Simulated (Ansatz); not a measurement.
# Si: a trial structure relaxed

The task: take a trial cell of Si to zero force and stress.

Program: Ansatz 0.2.0. Level of theory: DFT PBE, scalar-relativistic, plane waves, PAW. These are calculated values, not measurements.

## Step 1: The system as given

Symmetry: Cmcm, No. 63, orthorhombic system. Conventional cell: a = 5.253 Å, b = 11.342 Å, c = 3.662 Å, α = 90.00°, β = 90.00°, γ = 90.00°. Si (site symmetry m) has 4 Si at 2.17 to 2.25 Å as nearest neighbours. Si (site symmetry m2m) has 4 Si at 2.21 to 2.24 Å as nearest neighbours.

Structure file:

```
Si
1.0
     2.62673   -5.67075    0.00000
     2.62673    5.67075    0.00000
     0.00000    0.00000    3.66193
Si
6
Direct
  0.01037 0.40269 0.25000
  0.40269 0.01037 0.75000
  0.59731 0.98963 0.25000
  0.98963 0.59731 0.75000
  0.44309 0.55691 0.25000
  0.55691 0.44309 0.75000
```

A structure generator made this guess: 4-connected net of one element (Cmcm, No. 63). Its size is a rough estimate.

## Step 2: A first look at the guess

The input, input.yaml:

```yaml
crystal:
  lattice:
    - [2.62673318, -5.67075011, 0.0]
    - [2.62673318, 5.67075011, 0.0]
    - [0.0, 0.0, 3.66193305]
  atoms:
    - { symbol: Si, position: [0.01037423, 0.40268801, 0.25] }
    - { symbol: Si, position: [0.40268801, 0.01037423, 0.75] }
    - { symbol: Si, position: [0.59731199, 0.98962577, 0.25] }
    - { symbol: Si, position: [0.98962577, 0.59731199, 0.75] }
    - { symbol: Si, position: [0.44309388, 0.55690612, 0.25] }
    - { symbol: Si, position: [0.55690612, 0.44309388, 0.75] }
basis:
  ecutwfc: 420
kpoints:
  mp_grid: { grid: [4, 4, 6] }
hamiltonian:
  xc: pbe
scf:
  occupations: { method: gaussian, width: 0.1 }
  lower_state_search: "off"
output:
  forces: true
  stress: true
  eigenvalues: true
```

Started as:

```
ansatz run input.yaml --threads 1 --pin off --max-ram 2560MiB --backend cpu --events-out ev --progress --plain --runs-dir out
```

Output, shortened:

```text
[...]
SCF converged after 7 iterations
Free energy (F): -3812.729196 eV
[...]
E sigma→0 (E₀):  -3812.727531 eV
Entropy (-TS):   -0.003330 eV (-0.555 meV/atom)
Fermi energy:    7.177523 eV
[...]
--- Forces (eV/Å), atoms counted from 1 ---
  atom   1  Si     0.21301514    -0.54204217     0.00000000
  atom   2  Si     0.21301514     0.54204217     0.00000000
  atom   3  Si    -0.21301514    -0.54204217     0.00000000
  atom   4  Si    -0.21301514     0.54204217     0.00000000
  atom   5  Si     0.00000000    -1.22075340     0.00000000
  atom   6  Si     0.00000000     1.22075340     0.00000000
[...]
--- Stress (GPa, compression-positive) ---
       32.350302       0.000000       0.000000
        0.000000      20.938348       0.000000
        0.000000       0.000000      18.739988
  P = ⅓ Tr σ = 24.0095 GPa (240.095 kbar)
--- Band table (eV; the first three rows and the last of 28) ---
  k-point 0: bands = ["-6.1089", "-2.3053", "-1.5756", "-1.1566", "0.0783", "1.9755", "3.6671", "4.4401", "6.0731", "6.3819", "7.0305", "7.0852", "7.2689", "9.4563", "9.8798", "10.1216", "10.1516", "10.6183"]
[...]
```

Run time: 3.1 s. Hardware: 1 thread of Arm Neoverse V2, shared host; peak memory 0.34 GiB.

The probe gives pressure 24.0 GPa, largest force 1.22 eV/Å, gap on this mesh 0.07 eV. A guess like this is first relaxed loosely on the coarse mesh.

## Step 3: A loose first relaxation

Edit input.yaml of step 2 so:

```diff
@@ -25 +25,6 @@
   eigenvalues: true
+relax:
+  adjacent_minimum: "off"
+  f_tol: 0.04
+  max_steps: 70
+  cell: { stress_tol: 0.4 }
```

Started as:

```
ansatz run input.yaml --threads 1 --pin off --max-ram 2560MiB --backend cpu --events-out ev --progress --plain --runs-dir out
```

Output:

```text
Warning: RAYON_NUM_THREADS=1 ignored (pool sized by the plan → 1); use --threads N
Engine: ansatz 0.2.0, aarch64-unknown-linux-gnu
Pseudopotentials: kind: paw
Pseudopotential: Si, paw, valence charge 4, recommended cutoff 420 eV (normal), Si.paw.azcp
Functional definition: PBE
  parameter kappa = 0.804
  parameter beta = 0.06672455060314922
  exchange = pbe_x(kappa = kappa, mu = beta*pi^2/3)
  correlation = pbe_c(beta = beta)
Crystal: 6 atoms, lattice volume = 109.093 Å³
Basis set: ecut = 420 eV, 2135 PW (Γ), exchange–correlation on 90×90×50 points (8 copies of the dense FFT grid, shifted against one another)
Bands: 18, of which v1, the nominal top of the filled ones, is band 12 counted from 1 (11 counted from 0)
Symmetry: 8 space group operations
Space group: Cmcm (ITA 63), of the structure as read, at distance tolerance 4.8e-5 Å
k-points: 28 of 96
Non-local potential: Si, projectors of the file, l = 0: 2, l = 1: 2, l = 2: 2
PAW form: soft (Blöchl's): semilocal exchange-correlation on the pseudo side does not see the compensation charge
PAW one-centre angular grid: Si, 110 points (default); XC on 64 Gauss nodes
Initial density: superposition of atomic densities (neutral atoms: chi_scale 0, normalization atom), corrected by the library's trained network
Initial wavefunctions: pseudopotential atomic-orbital guess
Functional: x = pbe(κ = 0.804, μ = 0.2195149727645171), c = pbe(β = 0.06672455060314922)
SCF iter   1: F=—  HF=-3812.727361 eV  |F-HF|=—  |Δ(HF+E_count)|=         —  Δρ=1.79e-3  dr2=3.92e-3  ethr=1.77e-3  ⟨swp⟩=7.1  Hψ=3324  notcnv=0
preconditioner: auto → Kerker (q_TF=auto, 2.120 Å⁻¹)  [metal: Δε(μ)=0.064 eV  Ē_g=8.405 eV  σ=0.100 eV  W_gap=0.35  n_scr=16 (ndim 8)  ℏωp=17.4 eV  f_vac=0.008  D(μ)=0.68/eV (n_scr^D=0)]
SCF iter   2: F=—  HF=-3812.728637 eV  |F-HF|=—  |Δ(HF+E_count)|=   1.28e-3  Δρ=1.04e-3  dr2=1.49e-3  ethr=1.63e-5  ⟨swp⟩=2.2  Hψ=980  notcnv=0
SCF iter   3: F=—  HF=-3812.729053 eV  |F-HF|=—  |Δ(HF+E_count)|=   4.16e-4  Δρ=2.43e-4  dr2=1.55e-4  ethr=6.21e-6  ⟨swp⟩=2.5  Hψ=805  notcnv=0
SCF iter   4: F=—  HF=-3812.729154 eV  |F-HF|=—  |Δ(HF+E_count)|=   1.01e-4  Δρ=9.79e-5  dr2=3.14e-5  ethr=6.46e-7  ⟨swp⟩=2.6  Hψ=808  notcnv=0
SCF iter   5: F=—  HF=-3812.729194 eV  |F-HF|=—  |Δ(HF+E_count)|=   4.00e-5  Δρ=3.47e-5  dr2=4.22e-6  ethr=1.31e-7  ⟨swp⟩=2.0  Hψ=778  notcnv=0
SCF iter   6: F=—  HF=-3812.729196 eV  |F-HF|=—  |Δ(HF+E_count)|=   1.70e-6  Δρ=9.64e-6  dr2=2.11e-7  ethr=1.76e-8  ⟨swp⟩=2.2  Hψ=755  notcnv=0
SCF iter   7: F=-3812.729196 eV  HF=-3812.729196 eV  |F-HF|=1.16e-8  |Δ(HF+E_count)|=   1.23e-7  Δρ=1.96e-6  dr2=4.96e-9  ethr=4.17e-10  ⟨swp⟩=9.7  Hψ=2662  notcnv=0
SCF 1 converged in 7 iterations: F = -3812.729196 eV  dr2 = 4.96e-9
relax step   1: F+E_penalty+E_count = -3812.72919623 eV  Δ(F+E_penalty+E_count) = +0.000e0 eV  max|allowed force component| = 1.221e0 eV/Å  Δτ_max = 0.0000 Å  P = +24.010 GPa  Ω = 109.093 Å³  (7 SCF iters, dr2 threshold 1.00e-7 eV, accepted)
Crystal: 6 atoms, lattice volume = 119.970 Å³
Basis set: ecut = 420 eV, 2355 PW (Γ), exchange–correlation on 90×90×50 points (8 copies of the dense FFT grid, shifted against one another)
Initial density: handed on by an earlier stage of this run
Initial wavefunctions: those handed on with the density
iter 1 solved again at ethr=3.96e-4 eV; its pass at ethr=3.10e-3 eV (dr2=9.51e-2 eV) is discarded
SCF iter   1: F=—  HF=-3813.992996 eV  |F-HF|=—  |Δ(HF+E_count)|=         —  Δρ=6.64e-3  dr2=9.42e-2  ethr=3.96e-4  ⟨swp⟩=1.0  Hψ=3560  notcnv=0
preconditioner: auto → Kerker (q_TF=auto, 2.086 Å⁻¹)  [metal: Δε(μ)=0.057 eV  Ē_g=8.027 eV  σ=0.100 eV  W_gap=0.31  n_scr=16 (ndim 8)  ℏωp=16.6 eV  f_vac=0.035  D(μ)=0.57/eV (n_scr^D=0)]
SCF iter   2: F=—  HF=-3813.971387 eV  |F-HF|=—  |Δ(HF+E_count)|=   2.16e-2  Δρ=4.03e-3  dr2=4.13e-2  ethr=3.92e-4  ⟨swp⟩=1.0  Hψ=504  notcnv=0
SCF iter   3: F=—  HF=-3813.959691 eV  |F-HF|=—  |Δ(HF+E_count)|=   1.17e-2  Δρ=9.10e-4  dr2=2.78e-3  ethr=1.72e-4  ⟨swp⟩=2.4  Hψ=854  notcnv=0
SCF iter   4: F=—  HF=-3813.961094 eV  |F-HF|=—  |Δ(HF+E_count)|=   1.40e-3  Δρ=2.57e-4  dr2=3.02e-4  ethr=1.16e-5  ⟨swp⟩=2.6  Hψ=841  notcnv=0
SCF iter   5: F=—  HF=-3813.961466 eV  |F-HF|=—  |Δ(HF+E_count)|=   3.72e-4  Δρ=1.17e-4  dr2=4.16e-5  ethr=1.26e-6  ⟨swp⟩=2.2  Hψ=794  notcnv=0
SCF iter   6: F=—  HF=-3813.961546 eV  |F-HF|=—  |Δ(HF+E_count)|=   8.06e-5  Δρ=2.54e-5  dr2=9.71e-7  ethr=1.73e-7  ⟨swp⟩=2.0  Hψ=831  notcnv=0
SCF iter   7: F=-3813.961548 eV  HF=-3813.961548 eV  |F-HF|=1.18e-7  |Δ(HF+E_count)|=   1.88e-6  Δρ=5.06e-6  dr2=4.13e-8  ethr=2.50e-9  ⟨swp⟩=7.8  Hψ=2713  notcnv=0
SCF 2 converged in 7 iterations: F = -3813.961548 eV  dr2 = 4.13e-8
relax step   2: F+E_penalty+E_count = -3813.96154842 eV  Δ(F+E_penalty+E_count) = -1.232e0 eV  max|allowed force component| = 3.315e-1 eV/Å  Δτ_max = 0.0178 Å  P = +9.645 GPa  Ω = 119.970 Å³  energy of the carried Pulay correction = -1.774e-3 eV  (7 SCF iters, dr2 threshold 6.00e-7 eV, accepted)
Crystal: 6 atoms, lattice volume = 129.002 Å³
Basis set: ecut = 420 eV, 2535 PW (Γ), exchange–correlation on 90×90×50 points (8 copies of the dense FFT grid, shifted against one another)
iter 1 solved again at ethr=1.80e-4 eV; its pass at ethr=3.10e-3 eV (dr2=4.31e-2 eV) is discarded
SCF iter   1: F=—  HF=-3814.305127 eV  |F-HF|=—  |Δ(HF+E_count)|=         —  Δρ=4.33e-3  dr2=4.27e-2  ethr=1.80e-4  ⟨swp⟩=1.0  Hψ=3479  notcnv=0
preconditioner: auto → Resta (q_TF=auto, 2.061 Å⁻¹)  ε∞=5.2  [insulator: Δε(μ)=0.307 eV  Ē_g=7.784 eV  σ=0.100 eV  W_gap=0.97  n_scr=24 (ndim 8)  ℏωp=16.0 eV  f_vac=0.038  D(μ)=0.04/eV (n_scr^D=0)  ε∞_Penn≈5.2]
SCF iter   2: F=—  HF=-3814.294821 eV  |F-HF|=—  |Δ(HF+E_count)|=   1.03e-2  Δρ=2.45e-3  dr2=1.51e-2  ethr=1.78e-4  ⟨swp⟩=1.0  Hψ=504  notcnv=0
SCF iter   3: F=—  HF=-3814.291198 eV  |F-HF|=—  |Δ(HF+E_count)|=   3.62e-3  Δρ=4.41e-4  dr2=4.76e-4  ethr=6.29e-5  ⟨swp⟩=2.6  Hψ=855  notcnv=0
SCF iter   4: F=—  HF=-3814.291718 eV  |F-HF|=—  |Δ(HF+E_count)|=   5.20e-4  Δρ=8.72e-5  dr2=2.80e-5  ethr=1.99e-6  ⟨swp⟩=2.4  Hψ=822  notcnv=0
SCF iter   5: F=—  HF=-3814.291776 eV  |F-HF|=—  |Δ(HF+E_count)|=   5.78e-5  Δρ=3.25e-5  dr2=2.68e-6  ethr=1.17e-7  ⟨swp⟩=2.0  Hψ=827  notcnv=0
SCF iter   6: F=-3814.291786 eV  HF=-3814.291785 eV  |F-HF|=2.76e-7  |Δ(HF+E_count)|=   9.26e-6  Δρ=7.60e-6  dr2=1.38e-7  ethr=2.50e-9  ⟨swp⟩=8.2  Hψ=2846  notcnv=0
SCF 3 converged in 6 iterations: F = -3814.291786 eV  dr2 = 1.38e-7
relax step   3: F+E_penalty+E_count = -3814.29178576 eV  Δ(F+E_penalty+E_count) = -3.302e-1 eV  max|allowed force component| = 1.261e-1 eV/Å  Δτ_max = 0.0046 Å  P = +1.986 GPa  Ω = 129.002 Å³  energy of the carried Pulay correction = -3.124e-3 eV  (6 SCF iters, dr2 threshold 6.00e-7 eV, accepted)
Crystal: 6 atoms, lattice volume = 132.353 Å³
Basis set: ecut = 420 eV, 2561 PW (Γ), exchange–correlation on 90×90×50 points (8 copies of the dense FFT grid, shifted against one another)
iter 1 solved again at ethr=2.25e-5 eV; its pass at ethr=3.10e-3 eV (dr2=5.40e-3 eV) is discarded
SCF iter   1: F=—  HF=-3814.312488 eV  |F-HF|=—  |Δ(HF+E_count)|=         —  Δρ=1.60e-3  dr2=5.55e-3  ethr=2.25e-5  ⟨swp⟩=1.8  Hψ=3440  notcnv=0
preconditioner: auto → Resta (q_TF=auto, 2.053 Å⁻¹)  ε∞=5.2  [insulator: Δε(μ)=0.409 eV  Ē_g=7.705 eV  σ=0.100 eV  W_gap=1.00  n_scr=24 (ndim 8)  ℏωp=15.8 eV  f_vac=0.034  D(μ)=0.01/eV (n_scr^D=0)  ε∞_Penn≈5.2]
SCF iter   2: F=—  HF=-3814.311204 eV  |F-HF|=—  |Δ(HF+E_count)|=   1.28e-3  Δρ=9.03e-4  dr2=1.95e-3  ethr=2.25e-5  ⟨swp⟩=1.0  Hψ=504  notcnv=0
SCF iter   3: F=—  HF=-3814.310736 eV  |F-HF|=—  |Δ(HF+E_count)|=   4.68e-4  Δρ=1.51e-4  dr2=6.26e-5  ethr=8.14e-6  ⟨swp⟩=2.7  Hψ=853  notcnv=0
SCF iter   4: F=—  HF=-3814.310795 eV  |F-HF|=—  |Δ(HF+E_count)|=   5.90e-5  Δρ=3.29e-5  dr2=3.69e-6  ethr=2.61e-7  ⟨swp⟩=2.5  Hψ=841  notcnv=0
SCF iter   5: F=-3814.310804 eV  HF=-3814.310803 eV  |F-HF|=1.07e-6  |Δ(HF+E_count)|=   7.74e-6  Δρ=1.17e-5  dr2=3.82e-7  ethr=2.50e-9  ⟨swp⟩=7.5  Hψ=2783  notcnv=0
SCF 4 converged in 5 iterations: F = -3814.310804 eV  dr2 = 3.82e-7
relax step   4: F+E_penalty+E_count = -3814.31080370 eV  Δ(F+E_penalty+E_count) = -1.902e-2 eV  max|allowed force component| = 4.354e-2 eV/Å  Δτ_max = 0.0056 Å  P = -0.205 GPa  Ω = 132.353 Å³  energy of the carried Pulay correction = -3.600e-3 eV  (5 SCF iters, dr2 threshold 6.00e-7 eV, accepted)
Crystal: 6 atoms, lattice volume = 132.015 Å³
Basis set: ecut = 420 eV, 2571 PW (Γ), exchange–correlation on 90×90×50 points (8 copies of the dense FFT grid, shifted against one another)
iter 1 solved again at ethr=7.72e-7 eV; its pass at ethr=3.10e-3 eV (dr2=1.85e-4 eV) is discarded
SCF iter   1: F=—  HF=-3814.312459 eV  |F-HF|=—  |Δ(HF+E_count)|=         —  Δρ=3.72e-4  dr2=2.12e-4  ethr=7.72e-7  ⟨swp⟩=3.2  Hψ=3521  notcnv=0
preconditioner: auto → Resta (q_TF=auto, 2.053 Å⁻¹)  ε∞=5.2  [insulator: Δε(μ)=0.422 eV  Ē_g=7.723 eV  σ=0.100 eV  W_gap=1.00  n_scr=24 (ndim 8)  ℏωp=15.8 eV  f_vac=0.029  D(μ)=0.01/eV (n_scr^D=0)  ε∞_Penn≈5.2]
SCF iter   2: F=—  HF=-3814.312428 eV  |F-HF|=—  |Δ(HF+E_count)|=   3.06e-5  Δρ=2.13e-4  dr2=6.53e-5  ethr=7.72e-7  ⟨swp⟩=1.0  Hψ=504  notcnv=0
SCF iter   3: F=—  HF=-3814.312423 eV  |F-HF|=—  |Δ(HF+E_count)|=   5.71e-6  Δρ=2.19e-5  dr2=8.26e-7  ethr=2.72e-7  ⟨swp⟩=2.8  Hψ=836  notcnv=0
SCF iter   4: F=-3814.312423 eV  HF=-3814.312423 eV  |F-HF|=6.05e-8  |Δ(HF+E_count)|=   3.56e-7  Δρ=4.50e-6  dr2=7.34e-8  ethr=2.50e-9  ⟨swp⟩=6.1  Hψ=2395  notcnv=0
SCF 5 converged in 4 iterations: F = -3814.312423 eV  dr2 = 7.34e-8
relax step   5: F+E_penalty+E_count = -3814.31242298 eV  Δ(F+E_penalty+E_count) = -1.619e-3 eV  max|allowed force component| = 7.753e-3 eV/Å  Δτ_max = 0.0026 Å  P = -0.002 GPa  Ω = 132.015 Å³  energy of the carried Pulay correction = -3.553e-3 eV  (4 SCF iters, dr2 threshold 6.00e-7 eV, accepted)
Basis set: ecut = 420 eV, 2571 PW (Γ), exchange–correlation on 90×90×54 points (8 copies of the dense FFT grid, shifted against one another)
Initial wavefunctions: pseudopotential atomic-orbital guess (no wavefunctions were taken with the density)
iter 1 solved again at ethr=1.61e-7 eV; its pass at ethr=3.10e-3 eV (dr2=3.86e-5 eV) is discarded
SCF iter   1: F=—  HF=-3814.323682 eV  |F-HF|=—  |Δ(HF+E_count)|=         —  Δρ=2.06e-4  dr2=5.32e-6  ethr=1.61e-7  ⟨swp⟩=3.6  Hψ=4807  notcnv=0
preconditioner: auto → Resta (q_TF=auto, 2.053 Å⁻¹)  ε∞=5.2  [insulator: Δε(μ)=0.422 eV  Ē_g=7.722 eV  σ=0.100 eV  W_gap=1.00  n_scr=24 (ndim 8)  ℏωp=15.8 eV  f_vac=0.029  D(μ)=0.01/eV (n_scr^D=0)  ε∞_Penn≈5.2]
SCF iter   2: F=—  HF=-3814.323739 eV  |F-HF|=—  |Δ(HF+E_count)|=   5.61e-5  Δρ=1.09e-4  dr2=1.56e-6  ethr=2.22e-8  ⟨swp⟩=2.5  Hψ=856  notcnv=0
SCF iter   3: F=—  HF=-3814.323765 eV  |F-HF|=—  |Δ(HF+E_count)|=   2.69e-5  Δρ=2.67e-6  dr2=1.18e-8  ethr=6.52e-9  ⟨swp⟩=2.0  Hψ=840  notcnv=0
SCF iter   4: F=-3814.323765 eV  HF=-3814.323765 eV  |F-HF|=2.56e-9  |Δ(HF+E_count)|=   1.96e-8  Δρ=6.59e-7  dr2=1.58e-9  ethr=1.60e-11  ⟨swp⟩=6.8  Hψ=2385  notcnv=0
SCF 6 converged in 4 iterations: F = -3814.323765 eV  dr2 = 1.58e-9
relax step   6: F+E_penalty+E_count = -3814.32376545 eV  Δ(F+E_penalty+E_count) = -1.134e-2 eV  max|allowed force component| = 6.793e-3 eV/Å  Δτ_max = 0.0000 Å  P = +0.109 GPa  Ω = 132.015 Å³  stress off target by 1.36e-1 GPa  SCF on the basis re-selected at this cell (its energy is not comparable with the rows above)  (4 SCF iters)
basis re-selected at this cell: Δ(F+E_penalty+E_count) = -1.134e-2 eV, ΔP = +0.111 GPa vs the last step (what re-selecting the basis moved, of the pressure what is left beyond the Pulay correction that the steps carried, after the strain that the cell walked since its last selection, with what the two solves' SCF thresholds leave and, on support functions, any second-order correction that the steps lacked; it is no measure of the basis error at this ecutwfc). The dense FFT grid was sized anew with the basis: this SCF ran on 45×45×27 points, the steps before it on 45×45×25, so part of this shift can come from that change (see relax.cell in the input reference). This SCF's stress stands 1.36e-1 GPa from its target on what of the cell is left free (relax.cell.stress_tol is 4.00e-1 GPa) and its largest allowed force component is 6.79e-3 eV/Å (relax.f_tol is 4.00e-2 eV/Å): within both
SCF converged after 4 iterations
Free energy (F): -3814.323765 eV
Harris-Foulkes:  -3814.323765 eV  (|F-HF|=2.56e-9)
Internal energy: -3814.323739 eV  (E = F + TS)
E sigma→0 (E₀):  -3814.323752 eV
Entropy (-TS):   -0.000026 eV (-0.004 meV/atom)
Fermi energy:    5.451407 eV
--- Per-component energies (eV) ---
  E_band       = 6.527665
  E_kinetic    = 240.407452
  E_local      = -270.847427  (includes V_loc(G=0)·N_el)
  E_nonlocal   = 155.180783
  E_hartree    = 87.870959
  E_xc         = -330.279643
  E_vxc        = -279.306325  (∫ρ·V_xc dr)
  E_paw        = -3076.458649  (= ΣΔE_a)
  E_vpaw       = -14.648300  (= ΣTr[D̂ρ^β])
  E_aug_tail   = 0.000037  (compensation charges beyond the density's cutoff)
  E_ewald      = -620.197250
  E_smearing   = -0.000026  (= −TS)
  E_closure    = 0.000000  (closes the sum)
  Σ components = -3814.323765   (vs F -3814.323765, Δ=0.00e0)
--- Forces (eV/Å), atoms counted from 1 ---
  atom   1  Si    -0.00381010     0.00332232     0.00000000
  atom   2  Si    -0.00381010    -0.00332232     0.00000000
  atom   3  Si     0.00381010     0.00332232     0.00000000
  atom   4  Si     0.00381010    -0.00332232     0.00000000
  atom   5  Si    -0.00000000    -0.00679264     0.00000000
  atom   6  Si     0.00000000     0.00679264     0.00000000
  max |Σ_I F_I| component: 0.00e0 eV/Å
--- Stress (GPa, compression-positive) ---
        0.136078      -0.000000       0.000000
       -0.000000       0.103080      -0.000000
        0.000000      -0.000000       0.088068
  P = ⅓ Tr σ = 0.1091 GPa (1.091 kbar)
--- Band table (eV; the first three rows and the last of 28) ---
  k-point 0: bands = ["-6.6462", "-3.6170", "-2.7826", "-2.5975", "-0.9528", "0.4139", "2.4327", "3.0640", "4.3893", "4.5103", "5.1116", "5.2420", "5.6636", "7.2669", "7.4566", "7.7716", "8.0565", "8.5998"]
  k-point 1: bands = ["-6.4043", "-3.3671", "-2.6980", "-2.5364", "-0.8509", "0.5079", "1.4079", "2.9377", "2.9908", "3.8319", "3.9613", "4.8528", "7.0480", "7.3268", "7.9106", "8.2062", "8.3685", "9.2283"]
  k-point 2: bands = ["-5.6967", "-3.3840", "-2.6344", "-1.8151", "-0.7432", "0.3629", "0.7987", "1.3830", "2.1640", "2.7306", "2.7703", "4.0549", "6.5958", "8.0107", "8.6995", "8.7486", "9.6547", "9.8201"]
  k-point 27: bands = ["-4.4203", "-4.4203", "-2.2537", "-2.2537", "-0.7835", "-0.7835", "1.3025", "1.3025", "3.0664", "3.0664", "3.6473", "3.6473", "6.1042", "6.1042", "7.3413", "7.3413", "8.2551", "8.2551"]
--- Relaxed structure (5 steps of the walk, 5 accepted, 1 SCFs on fresh bases) ---
  F+E_penalty+E_count = -3814.32376545 eV   max|allowed force component| = 6.793e-3 eV/Å   (the final SCF, on the basis selected at the relaxed cell)
  cell:  # Å, volume = 132.0147 Å³
    - [2.8694871067410905, -5.9754846142080105, 0.0]
    - [2.8694871067410905, 5.9754846142080105, 0.0]
    - [0.0, 0.0, 3.8495948469275643]
  atoms:
    - { symbol: Si, position: [0.011365487116550527, 0.4016344408372312, 0.25] }
    - { symbol: Si, position: [0.4016344408372312, 0.011365487116550527, 0.7500000000000001] }
    - { symbol: Si, position: [0.5983655591627688, 0.9886345128834495, 0.25] }
    - { symbol: Si, position: [0.9886345128834495, 0.5983655591627688, 0.7500000000000001] }
    - { symbol: Si, position: [0.4440563340972385, 0.5559436659027616, 0.25] }
    - { symbol: Si, position: [0.5559436659027616, 0.4440563340972385, 0.7500000000000001] }
```

Wall time 20 s (1 thread of Arm Neoverse V2, shared host); peak memory 0.37 GiB.

Relaxation path:

```csv
step,energy from step 1 (eV/cell),largest force component (eV/Å),pressure (GPa),volume (Å³)
1,0.0000,1.2208,24.01,109.09
2,-1.2324,0.3315,9.64,119.97
3,-1.5626,0.1261,1.99,129.00
4,-1.5816,0.0435,-0.20,132.35
5,-1.5832,0.0078,0.00,132.01
6,-1.5946,0.0068,0.11,132.01
```

Step 1 is the start. Step 6 repeats the geometry before it on a plane-wave basis chosen anew for that cell, so its energy need not be comparable with the rows above.

Lengths and angles in the start's conventional setting:

|  | before | after | change |
| --- | --- | --- | --- |
| a (Å) | 5.253 | 5.739 | +9.2 % |
| b (Å) | 11.342 | 11.951 | +5.4 % |
| c (Å) | 3.662 | 3.850 | +5.1 % |
| volume (Å³/atom) | 18.18 | 22.00 | +21.0 % |
| shortest distance (Å) | 2.170 | 2.344 | +8.0 % |
| space group (0.01 Å) | Cmcm | Cmcm | same |

Forces and stress were held to the start's 8 operations: a distortion of lower symmetry was not tested.

(Part 1 of 2 ends here.)
